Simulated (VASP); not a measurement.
# BN: forms and broadenings of the independent-particle spectrum

BN, P6_3mc (no. 186), 4 atoms in the cell. PBE, independent-particle dielectric function; PAW potentials N, B (PBE set).

## Input

INCAR.step1:
```
SYSTEM = BN
PREC = Accurate
ENCUT = 460
ISMEAR = 0
SIGMA = 0.02
EDIFF = 1E-8
LASPH = .TRUE.
KPAR = 4
LWAVE = .FALSE.
LCHARG = .FALSE.
LEPSILON = .TRUE.
```

INCAR.step2, as INCAR.step1 but for:
```
- LWAVE = .FALSE.
- LEPSILON = .TRUE.
+ LWAVE = .TRUE.
+ NBANDS = 56
```

INCAR.step3:
```
SYSTEM = BN
PREC = Accurate
ENCUT = 460
ISMEAR = 0
SIGMA = 0.02
EDIFF = 1E-7
LASPH = .TRUE.
KPAR = 4
LWAVE = .FALSE.
LCHARG = .FALSE.
LOPTICS = .TRUE.
NBANDS = 56
NEDOS = 2000
CSHIFT = 0.1
ALGO = None
NELM = 1
ISTART = 1
```

INCAR.step4, as INCAR.step3 but for:
```
+ LNABLA = .TRUE.
```

INCAR.step5, as INCAR.step4 but for:
```
- LNABLA = .TRUE.
+ LPEAD = .TRUE.
+ IPEAD = 1
```

INCAR.step6, as INCAR.step5 but for:
```
- IPEAD = 1
+ IPEAD = 3
```

INCAR.step7 changes the same tag again: IPEAD = 4.

INCAR.step8, as INCAR.step7 but for:
```
- CSHIFT = 0.1
- LPEAD = .TRUE.
- IPEAD = 4
+ CSHIFT = 0.05
```

INCAR.step9, as INCAR.step8 but for:
```
- CSHIFT = 0.05
+ CSHIFT = 0.5
```

INCAR.step10 changes the same tag again: CSHIFT = 0.2.

INCAR.step11, as INCAR.step10 but for:
```
- ISMEAR = 0
- CSHIFT = 0.2
+ ISMEAR = -5
+ CSHIFT = 0.1
```

INCAR.step12, as INCAR.step11 but for:
```
- ISMEAR = -5
- SIGMA = 0.02
+ ISMEAR = 0
+ SIGMA = 0.2
```

INCAR.step13, as INCAR.step12 but for:
```
- SIGMA = 0.2
+ SIGMA = 0.02
+ OMEGAMAX = 12
```

INCAR.step14, as INCAR.step13 but for:
```
- OMEGAMAX = 12
+ OMEGAMAX = 60
```

KPOINTS:
```
k-points
0
Gamma
  8 8 4
```

POSCAR:
```
BN
1.0
    2.5539396017      0.0000000000      0.0000000000
   -1.2769698009      2.2117765748      0.0000000000
    0.0000000000      0.0000000000      4.2268550000
N B
2 2
Direct
    0.3333333333      0.6666666667      0.1252760000
    0.6666666667      0.3333333333      0.6252760000
    0.3333333333      0.6666666667      0.4997240000
    0.6666666667      0.3333333333      0.9997240000
```

Commands (each step's output is kept before the next begins):
```
cat potpaw_PBE.64/N/POTCAR potpaw_PBE.64/B/POTCAR > POTCAR
cp INCAR.step1 INCAR
mpirun -np 4 vasp_std > vasp.out
rm WAVECAR CHG
cp INCAR.step2 INCAR
mpirun -np 4 vasp_std > vasp.out
cp INCAR.step3 INCAR
mpirun -np 4 vasp_std > vasp.out
cp INCAR.step4 INCAR
mpirun -np 4 vasp_std > vasp.out
cp INCAR.step5 INCAR
mpirun -np 4 vasp_std > vasp.out
cp INCAR.step6 INCAR
mpirun -np 4 vasp_std > vasp.out
cp INCAR.step7 INCAR
mpirun -np 4 vasp_std > vasp.out
cp INCAR.step8 INCAR
mpirun -np 4 vasp_std > vasp.out
cp INCAR.step9 INCAR
mpirun -np 4 vasp_std > vasp.out
cp INCAR.step10 INCAR
mpirun -np 4 vasp_std > vasp.out
cp INCAR.step11 INCAR
mpirun -np 4 vasp_std > vasp.out
cp INCAR.step12 INCAR
mpirun -np 4 vasp_std > vasp.out
cp INCAR.step13 INCAR
mpirun -np 4 vasp_std > vasp.out
cp INCAR.step14 INCAR
mpirun -np 4 vasp_std > vasp.out
```

## Result

- Direct gap on the mesh (eV): 8.23
- Gap on the mesh (eV): 5.51
- Bands: 56

One ground state, settings moved in the last step alone:

| Settings | ε at zero frequency | Mean energy of the absorption, weighted by Im ε (eV) | Time (s) |
|---|---|---|---|
| longitudinal form, CSHIFT 0.1 | 4.72 | 12.83 | 3 |
| transversal form (LNABLA) | 4.47 | 12.83 | 3 |
| finite differences (LPEAD), order 1 | 4.55 | 13.07 | 5 |
| finite differences (LPEAD), order 3 | 4.70 | 12.87 | 7 |
| finite differences (LPEAD), order 4 | 4.71 | 12.86 | 8 |
| CSHIFT 0.05 | 4.72 | 12.84 | 3 |
| CSHIFT 0.5 | 4.72 | 12.77 | 3 |
| CSHIFT 0.2 | 4.72 | 12.82 | 4 |
| tetrahedron method | 4.66 | 13.01 | 5 |
| SIGMA 0.2 | 4.72 | 12.83 | 4 |
| OMEGAMAX 12, which cuts the spectrum short | 2.81 | – | 4 |
| OMEGAMAX 60 | 4.71 | 12.83 | 4 |

The mean energy covers the spectrum up to 20 eV.

On the same mesh, density-functional perturbation theory with local fields gives ε = 4.63.

Limits: The 8×8×4 mesh is coarse for a spectrum: peaks stand apart that a denser mesh merges.

VASP 6.6.1 took 126 s on 4 cores (Intel Xeon Platinum 8175M @ 2.50GHz (Skylake/Cascade Lake)), a shared host.
